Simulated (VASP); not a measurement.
# InSe (C2/m) in VASP: reference runs

Reference runs on InSe: the cell as given and a disturbed copy.

All numbers are computed with VASP 6.6.1; they aren't measurements. Logs are shortened: lines on timing, memory, paths and dates and some standing lists are left out, and cuts for length are marked.

### Step 1. The structure

Symmetry: C2/m, No. 12, monoclinic system. Conventional cell: a = 11.653 Å, b = 4.109 Å, c = 5.073 Å, α = 90.00°, β = 109.86°, γ = 90.00°. In (site symmetry m) has 3 Se at 2.68 to 2.69 Å and 1 In at 2.80 Å as nearest neighbours. Se (site symmetry m) has 3 In at 2.68 to 2.69 Å as nearest neighbours.

The cell comes from a database or a generator and needn't be the stable form of this composition.

### Step 2. Single point, PBE

Input file INCAR:

```
SYSTEM = InSe
ALGO = Normal ; EDIFF = 1E-7
ENCUT = 520 ; GGA = PE
ISIF = 2 ; ISMEAR = -1
LASPH = .TRUE. ; LCHARG = .FALSE.
LREAL = .FALSE. ; LWAVE = .FALSE.
NBANDS = 27 ; NELM = 100
PREC = Accurate ; SIGMA = 0.05
```

Input file KPOINTS:

```
k-points
0
G
  7 7 6
  0 0 0
```

Input file POSCAR:

```
InSe
1.0
    5.8263928781     -2.0546489550      0.0000000000
    5.8263928781      2.0546489550      0.0000000000
   -1.7232330140      0.0000000000      4.7713478577
In Se
2 2
Direct
    0.8882032500      0.8882032500      0.0468413600
    0.1117967500      0.1117967500      0.9531586400
    0.6609275900      0.6609275900      0.6689556200
    0.3390724100      0.3390724100      0.3310443800
```

Potentials or basis: VASP PAW PBE potentials, release 64 (In_d, Se).

Started as:

```bash
cat potpaw_PBE.64/In_d/POTCAR potpaw_PBE.64/Se/POTCAR > POTCAR
mpirun -np 1 vasp_std > vasp.out
```

OUTCAR:

```text
SYSTEM = InSe
   EDIFF = 1E-7
   ENCUT = 520
   GGA = PE
   ISIF = 2
   ISMEAR = -1
   LASPH = .TRUE.
   LREAL = .FALSE.
   NELM = 100
   PREC = Accurate

 ion  position               nearest neighbor table
   1  0.888  0.888  0.047-   4 2.68   4 2.68   3 2.69   2 2.80   2 3.71   2 3.71
   2  0.112  0.112  0.953-   3 2.68   3 2.68   4 2.69   1 2.80   1 3.71   1 3.71
   3  0.661  0.661  0.669-   2 2.68   2 2.68   1 2.69
   4  0.339  0.339  0.331-   1 2.68   1 2.68   2 2.69

  LATTYP: Found a base centered monoclinic cell.
 ALAT       =    11.6527857562
 B/A-ratio  =     0.3526451096
 C/A-ratio  =     0.4353462338
 COS(beta)  =    -0.3396874117

  Lattice vectors:

 A1 = (   5.8263928781,  -2.0546489550,   0.0000000000)
 A2 = (   5.8263928781,   2.0546489550,   0.0000000000)
 A3 = (  -1.7232330140,   0.0000000000,   4.7713478577)

Analysis of symmetry for initial positions (statically):
=====================================================================
 Subroutine PRICEL returns:
 Original cell was already a primitive cell.

 Routine SETGRP: Setting up the symmetry group for a
 base centered monoclinic supercell.

 Subroutine GETGRP returns: Found  4 space group operations
 (whereof  4 operations were pure point group operations)
 out of a pool of  4 trial point group operations.

The static configuration has the point symmetry C_2h.

Analysis of symmetry for dynamics (positions and initial velocities):
=====================================================================
 Subroutine PRICEL returns:
 Original cell was already a primitive cell.

 Routine SETGRP: Setting up the symmetry group for a
 base centered monoclinic supercell.

 Subroutine GETGRP returns: Found  4 space group operations
 (whereof  4 operations were pure point group operations)
 out of a pool of  4 trial point group operations.

The dynamic configuration has the point symmetry C_2h.

 Subroutine INISYM returns: Found  4 space group operations
 (whereof  4 operations are pure point group operations),
 and found     1 'primitive' translations

----------------------------------------------------------------------------------------

                                     Primitive cell

  volume of cell :     114.2374

  direct lattice vectors                    reciprocal lattice vectors
     5.826392878 -2.054648955  0.000000000     0.085816389 -0.243350573  0.030993681
     5.826392878  2.054648955  0.000000000     0.085816389  0.243350573  0.030993681
    -1.723233014  0.000000000  4.771347858     0.000000000  0.000000000  0.209584384

  length of vectors
     6.178060885  6.178060885  5.072996393     0.259893367  0.259893367  0.209584384

  position of ions in fractional coordinates (direct lattice)
     0.888203250  0.888203250  0.046841360
     0.111796750  0.111796750  0.953158640
     0.660927590  0.660927590  0.668955620
     0.339072410  0.339072410  0.331044380

  ion indices of the primitive-cell ions
   primitive index   ion index
                 1           1
                 2           2
                 3           3
                 4           4

----------------------------------------------------------------------------------------

 KPOINTS: k-points

Automatic generation of k-mesh.
 Grid dimensions read from file:
 generate k-points for:    7    7    6

 Generating k-lattice:

  Cartesian coordinates                     Fractional coordinates (reciprocal lattice)
     0.012259484 -0.034764368  0.004427669     0.142857143  0.000000000  0.000000000
     0.012259484  0.034764368  0.004427669     0.000000000  0.142857143  0.000000000
     0.000000000  0.000000000  0.034930731     0.000000000  0.000000000  0.166666667

  Length of vectors
     0.037127624  0.037127624  0.034930731

  Shift w.r.t. Gamma in fractional coordinates (k-lattice)
     0.000000000  0.000000000  0.000000000

 Subroutine IBZKPT returns following result:
 ===========================================

 Found     88 irreducible k-points:

 Following reciprocal coordinates:
            Coordinates               Weight
  0.000000  0.000000  0.000000      1.000000
  0.142857  0.000000  0.000000      4.000000
  0.285714  0.000000  0.000000      4.000000
  0.428571  0.000000  0.000000      4.000000
  0.142857  0.142857  0.000000      2.000000
  0.285714  0.142857 -0.000000      4.000000
[... 16 lines left out ...]
 -0.142857  0.000000  0.166667      4.000000
  0.142857  0.142857  0.166667      2.000000
 [... further k-points ...]
   k-points           NKPTS =     88   k-points in BZ     NKDIM =     88   number of bands    NBANDS=     27
   number of dos      NEDOS =    301   number of ions     NIONS =      4
   total plane-waves  NPLWV =  92160
   dimension x,y,z NGX =    48 NGY =   48 NGZ =   40
   dimension x,y,z NGXF=    96 NGYF=   96 NGZF=   80
   ions per type =               2   2
   NGX,Y,Z   is equivalent  to a cutoff of  12.92, 12.92, 13.11 a.u.
   NGXF,Y,Z  is equivalent  to a cutoff of  25.83, 25.83, 26.22 a.u.
 SYSTEM =  InSe
   PREC   = accura    normal or accurate (medium, high low for compatibility)
   ISTART =      0    job   : 0-new  1-cont  2-samecut
   ICHARG =      2    charge: 1-file 2-atom 10-const
   ISPIN  =      1    spin polarized calculation?
   LNONCOLLINEAR =      F non collinear calculations
   LSORBIT =      F    spin-orbit coupling
   LASPH  =      T    aspherical Exc in radial PAW
   ENCUT  =  520.0 eV  38.22 Ry    6.18 a.u.  11.49 11.49  9.43*2*pi/ulx,y,z
   NELM   =    100;   NELMIN=  2; NELMDL= -5     # of ELM steps
   EDIFF  = 0.1E-06   stopping-criterion for ELM
   LREAL  =      F    real-space projection
   EDIFFG = 0.1E-05   stopping-criterion for IOM
   NSW    =      0    number of steps for IOM
   IBRION =     -1    ionic relax: 0-MD 1-quasi-New 2-CG
   NFREE  =      0    steps in history (QN), initial steepest desc. (CG)
   ISIF   =      2    stress and relaxation
   ISYM   =      2    0-nonsym 1-usesym 2-fastsym
   POTIM  = 0.5000    time-step for ionic-motion
   TEBEG  =    0.0;   TEEND  =   0.0 temperature during run
   PSTRESS=    0.0 pullay stress
   NELECT =      38.0000    total number of electrons
   NUPDOWN=      -1.0000    fix difference up-down
   EMIN   =  10.00;   EMAX   =-10.00  energy-range for DOS
   EFERMI =   0.00;   METHOD = LEGACY
   ISMEAR =    -1;   SIGMA  =   0.05  broadening in eV -4-tet -1-fermi 0-gaus
   EFERMI_NEDOS =   21; number of points for ismear=-14 and -15
   IALGO  =     38    algorithm
   IMIX   =      4    mixing-type and parameters
     AMIX     =   0.40;   BMIX     =  1.00
     AMIX_MAG =   1.60;   BMIX_MAG =  1.00
  volume/ion in A,a.u.               =      28.56       192.73
  Fermi-wavevector in a.u.,A,eV,Ry     =   1.134314  2.143542 17.506177  1.286668
  Thomas-Fermi vector in A             =   2.271018
   LORBIT       =      0    0 simple, 1 ext, 2 COOP (PROOUT), +10 PAW based schemes
   GGA     = PE    functional components
   LHFCALC =     F    Hartree Fock is set to
   AEXX    =    0.0000 exact exchange contribution
   IVDW    =     0    specifies the selected vdW correction
   LEPSILON=     F    determine dielectric tensor
   LRPA    =     F    only Hartree local field effects (RPA)
 non-spin polarized calculation
  energy-cutoff  :      520.00
  volume of cell :      114.24
 maximum number of plane-waves:      3097
 NGX is ok and might be reduce to    48
   NGX = 23   NGY = 23   NGZ = 19

 number of electron      38.0000006 magnetization

 Free energy of the ion-electron system (eV)
  ---------------------------------------------------
  ext. energy  EPLUGINS =         0.00000000
  ---------------------------------------------------
  free energy    TOTEN  =       -14.05612094 eV

  energy without entropy =      -14.05612071  energy(sigma->0) =      -14.05612082

 E-fermi :   4.5216     XC(G=0):  -9.0771

 val. band max:        3.9300243207   @ k =  -0.4286  -0.4286   0.1667
 cond. band min:       5.0665654625   @ k =   0.0000   0.0000   0.5000
 fundamental gap:      1.1365411418
 Fermi energy:         4.5216470516

 k-point     1 :       0.0000    0.0000    0.0000
  band No.  band energies     occupation
      1     -10.5649      2.00000
      2     -10.4552      2.00000
      3     -10.2715      2.00000
      4     -10.2432      2.00000
      5     -10.2051      2.00000
      6     -10.2027      2.00000
[... 19 lines left out ...]
     26      10.6803      0.00000
     27      12.2101      0.00000

 k-point     2 :       0.1429    0.0000    0.0000
  band No.  band energies     occupation
      1     -10.5602      2.00000
      2     -10.4527      2.00000
      3     -10.3364      2.00000
      4     -10.2288      2.00000
      5     -10.2217      2.00000
      6     -10.1896      2.00000
[... 19 lines left out ...]
     26      10.5846      0.00000
     27      12.5486      0.00000

 k-point     3 :       0.2857    0.0000    0.0000
  band No.  band energies     occupation
      1     -10.5562      2.00000
      2     -10.4553      2.00000
      3     -10.4151      2.00000
      4     -10.2559      2.00000
      5     -10.2073      2.00000
      6     -10.1895      2.00000
[... 19 lines left out ...]
     26      11.3521      0.00000
     27      11.6416      0.00000

 k-point     4 :       0.4286    0.0000    0.0000
  band No.  band energies     occupation
      1     -10.5688      2.00000
      2     -10.4770      2.00000
      3     -10.4202      2.00000
      4     -10.2839      2.00000
      5     -10.2066      2.00000
      6     -10.1970      2.00000
[... 19 lines left out ...]
     26      10.8210      0.00000
     27      12.3256      0.00000
[... 516 lines left out ...]
      4     -10.2582      2.00000
      5     -10.2061      2.00000
      6     -10.1875      2.00000
[... 19 lines left out ...]
     26      11.2099      0.00000
     27      11.5008      0.00000

 k-point    23 :      -0.1429    0.0000    0.1667
  band No.  band energies     occupation
      1     -10.5638      2.00000
      2     -10.4523      2.00000
      3     -10.3374      2.00000
      4     -10.2278      2.00000
      5     -10.2237      2.00000
      6     -10.1900      2.00000
[... 19 lines left out ...]
     26      10.2813      0.00000
     27      12.2551      0.00000

 k-point    24 :       0.1429    0.1429    0.1667
  band No.  band energies     occupation
      1     -10.5620      2.00000
      2     -10.4525      2.00000
      3     -10.2841      2.00000
      4     -10.2402      2.00000
      5     -10.2110      2.00000
      6     -10.2089      2.00000
[... 19 lines left out ...]
     26      10.5925      0.00000
     27      11.8604      0.00000

 [... further k-points ...]

------------------------ aborting loop because EDIFF is reached ----------------------------------------

  FORCE on cell =-STRESS in cart. coord.  units (eV):
  Direction    XX          YY          ZZ          XY          YZ          ZX
  --------------------------------------------------------------------------------------
  -------------------------------------------------------------------------------------
  Total        1.0557731      1.1471525      1.0968619      0.0000000      0.0000000      0.0377448
  in kB       14.8071916     16.0887860     15.3834617      0.0000000      0.0000000      0.5293703
  external PRESSURE =      15.4264797 kB  Pullay stress =       0.0000000 kB

 VOLUME and BASIS-vectors are now :
 -----------------------------------------------------------------------------
  energy-cutoff  :      520.00
  volume of cell :      114.24
      direct lattice vectors                 reciprocal lattice vectors
     5.826392878 -2.054648955  0.000000000     0.085816389 -0.243350573  0.030993681
     5.826392878  2.054648955  0.000000000     0.085816389  0.243350573  0.030993681
    -1.723233014  0.000000000  4.771347858     0.000000000  0.000000000  0.209584384

 POSITION                                       TOTAL-FORCE (eV/Angst)
 -----------------------------------------------------------------------------------
     10.26932      0.00000      0.22350         0.069692      0.000000     -0.030849
     -0.33977      0.00000      4.54785        -0.069692      0.000000      0.030849
      6.54888      0.00000      3.19182         0.017504      0.000000     -0.251410
      3.38067      0.00000      1.57953        -0.017504      0.000000      0.251410
 -----------------------------------------------------------------------------------
    total drift:                               -0.000000     -0.000000      0.000000

  FREE ENERGIE OF THE ION-ELECTRON SYSTEM (eV)
  ---------------------------------------------------
  free  energy   TOTEN  =       -14.0561209424 eV

  energy  without entropy=      -14.0561207070  energy(sigma->0) =      -14.05612082
```

It took 4.1 min on 1 thread of Intel Xeon 6975P-C (Granite Rapids), shared host; peak memory 0.43 GiB.

What came out:

| Quantity | Value |
| --- | --- |
| Free energy | -14.0561 eV |
| Pressure | 1.5 GPa |
| Largest force | 0.252 eV/Å |
| Band gap on the k mesh | 1.14 eV, indirect (least direct gap 1.22 eV) |

Forces in eV/Å, atoms in the order of the input:
```
In   0.070  0.000 -0.031
In  -0.070  0.000  0.031
Se   0.018  0.000 -0.251
Se  -0.018  0.000  0.251
```

Stress tensor (GPa, compression positive):
```
1.48 0.00 0.05
0.00 1.61 0.00
0.05 0.00 1.54
```

Caveat: spin-orbit coupling is left out, which moves the levels of the heavy elements; an odd mesh through Γ misses points on the zone boundary, where band edges often lie.

### Step 3. Single point, PBE (atoms moved at random, drawn with an rms of 0.05 Å)

Input file INCAR:

```
ALGO = Normal
EDIFF = 1E-7
ENCUT = 520
GGA = PE
ISIF = 2
ISMEAR = -1
LASPH = True
LCHARG = False
LREAL = False
LWAVE = False
NBANDS = 27
NELM = 100
PREC = Accurate
SIGMA = 0.05
```

Input file KPOINTS:

```
k-points
0
Gamma
  7 7 6
```

Input file POSCAR:

```
InSe
1.0
    5.8263928781     -2.0546489550      0.0000000000
    5.8263928781      2.0546489550      0.0000000000
   -1.7232330140      0.0000000000      4.7713478577
In Se
2 2
Direct
    0.8872450000      0.8921990000      0.0483360000
    0.1141470000      0.1169050000      0.9492620000
    0.6542730000      0.6640000000      0.6720480000
    0.3481000000      0.3374030000      0.3368180000
```

Potentials or basis: VASP PAW PBE potentials, release 64 (In_d, Se).

Started as:

```bash
cat potpaw_PBE.64/In_d/POTCAR potpaw_PBE.64/Se/POTCAR > POTCAR
mpirun -np 1 vasp_std > vasp.out
```

Run time: 5.1 min. Hardware: 1 thread of Intel Xeon 6975P-C (Granite Rapids), shared host; peak memory 0.56 GiB.

Results (log left out):

```
Free energy            : -14.0304 eV
Pressure               : 1.8 GPa
Largest force          : 0.591 eV/Å
Band gap on the k mesh : 1.02 eV, indirect (least direct gap 1.15 eV)
```

Forces in eV/Å, atoms in the order of the input:
```
In   0.242 -0.123 -0.074
In  -0.446  0.067  0.381
Se   0.354 -0.123 -0.436
Se  -0.150  0.180  0.129
```

Stress tensor (GPa, compression positive):
```
 1.16 -0.26 -0.50
-0.26  2.47  0.55
-0.50  0.55  1.68
```

Levels at points of the mesh, in eV from the valence-band top:
```csv
k point,band 15,band 16,band 17,band 18,band 19,band 20,band 21,band 22,band 23,band 24
"(0.00, 0.00, 0.00)",-3.65,-2.18,-2.05,-1.40,-1.28,2.59,2.93,3.55,4.96,5.40
"(0.00, 0.00, 0.50)",-2.18,-1.90,-1.54,-1.15,-0.34,1.02,2.13,3.45,3.97,6.25
```

Caveat: spin-orbit coupling is left out, which moves the levels of the heavy elements; an odd mesh through Γ misses points on the zone boundary, where band edges often lie.
